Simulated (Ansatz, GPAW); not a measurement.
Given: the input of a run of Ansatz 0.2.0 on Sr. This isn't the form of Sr at room conditions, which is fcc.

Contents of input.yaml:

```yaml
crystal:
  lattice:
    - [4.21754372, 0.0, 0.0]
    - [-1.4058479064, 3.9763383526, 0.0]
    - [-1.4058479064, -1.9881691756, 3.4436100278]
  atoms:
    - { symbol: Sr, position: [0.0, 0.0, 0.0] }
hamiltonian:
  xc: pbesol
  pseudopotentials: { kind: paw }
kpoints:
  mp_grid: { grid: [8, 8, 8] }
scf:
  occupations: { method: gaussian, width: 0.1 }
output:
  forces: true
  stress: true
  eigenvalues: true
```

Potentials or basis: Ansatz PAW.

Run with:

```console
$ ansatz run input.yaml --threads 1 --pin off --max-ram 3584MiB --backend cpu --events-out ev --progress --plain --runs-dir out
```

**Question.** What does the same run look like in GPAW 26.7.0 (ASE script)? Potentials or basis there: PAW data sets generated for this functional, cutoff 600 eV.

**Answer.** As run (cutoffs and basis follow the program's own potentials, and thresholds, step limits or extra output files can differ):

Contents of run.py:

```python
from ase.dft.bandgap import bandgap
from ase.io import read, write
from ase.units import GPa
from gpaw import GPAW, PW, setup_paths

setup_paths.insert(0, '.')

atoms = read('POSCAR')

calc = GPAW(mode=PW(600),
            xc='PBEsol',
            kpts={'size': (8, 8, 8), 'gamma': True},
            occupations={'name': 'methfessel-paxton', 'order': 0, 'width': 0.1},
            nbands=12,
            convergence={'density': 1e-05, 'energy': 1e-05},
            maxiter=150,
            txt='gpaw.txt')
atoms.calc = calc
energy = atoms.get_potential_energy()
forces = atoms.get_forces()
stress = atoms.get_stress()
calc.write('gs.gpw')
write('result.traj', atoms)
print(f'Energy: {energy:.6f} eV')
print('Forces (eV/A):')
print(forces.round(4))
print('Stress (GPa):', (stress / GPa).round(3))
print('Fermi level:', round(calc.get_fermi_level(), 4), 'eV')
print(f'Gap: {bandgap(calc)[0]:.4f} eV, direct: {bandgap(calc, direct=True)[0]:.4f} eV')
```

The input POSCAR:

```
Sr
1.0
    4.2175437200      0.0000000000      0.0000000000
   -1.4058479064      3.9763383526      0.0000000000
   -1.4058479064     -1.9881691756      3.4436100278
Sr
1
Direct
    0.0000000000      0.0000000000      0.0000000000
```

Potentials or basis: PAW data sets generated in the run's folder for this functional, pw.

Command:

```sh
$ gpaw-setup -f PBEsol Sr
$ OMP_NUM_THREADS=1 python run.py
```

Both were run:

|  | Ansatz | GPAW |
| --- | --- | --- |
| Pressure | -1.3 GPa | -1.2 GPa |

Ansatz's pressure holds a Pulay term of +0.00 GPa for its cutoff of 420 eV, which the other run lacks.

Ansatz's potentials were made for PBE.

Where Ansatz's input types no cutoff or centring, it takes its own default and a Γ-centred mesh.

Pressure is positive in compression.
